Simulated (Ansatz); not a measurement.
BeSe (F-43m) from a database of computed structures was relaxed with 5 functionals in Ansatz, cell and atoms free, the symmetry of the start kept (meshes: PBE 8×8×8, r2SCAN 8×8×8, PBEsol 8×8×8, LDA 8×8×8, HSE06 6×6×6). Calculated for a static, non-magnetic cell.

The PBE result:
```cif
data_structure
_symmetry_space_group_name_H-M 'F-43m'
_symmetry_Int_Tables_number 216
_cell_length_a 5.1778
_cell_length_b 5.1778
_cell_length_c 5.1778
_cell_angle_alpha 90.000
_cell_angle_beta 90.000
_cell_angle_gamma 90.000
_cell_volume 138.82
loop_
_atom_site_label
_atom_site_type_symbol
_atom_site_symmetry_multiplicity
_atom_site_Wyckoff_symbol
_atom_site_fract_x
_atom_site_fract_y
_atom_site_fract_z
_atom_site_occupancy
Be1 Be 4 a 0.00000 0.00000 0.00000 1
Se1 Se 4 d 0.25000 0.25000 0.75000 1
```

The symmetry is F-43m (No. 216, cubic); a = 5.178 Å in the conventional setting, 17.35 Å³ an atom. Be is surrounded by 4 Se at 2.24 Å; Se is surrounded by 4 Be at 2.24 Å.

(1) What lattice does r2SCAN give?

(2) What lattice does HSE06 give?

(3) Held at the r2SCAN cell, what mean stress do LDA and PBE find, and does its sign point to their own minimum?

Answers

(1) a = 5.162 Å; the volume differs by -0.9 % from PBE's. Be is surrounded by 4 Se at 2.24 Å; Se is surrounded by 4 Be at 2.24 Å.

(2) a = 5.147 Å; the volume differs by -1.8 % from PBE's. Be is surrounded by 4 Se at 2.23 Å; Se is surrounded by 4 Be at 2.23 Å.

(3) Yes. LDA -3.61 GPa, and its relaxed volume is -4.6 % from r2SCAN's; PBE +0.70 GPa, and its relaxed volume is +0.9 % from r2SCAN's. Compression counts positive, so a positive stress asks for a larger cell.
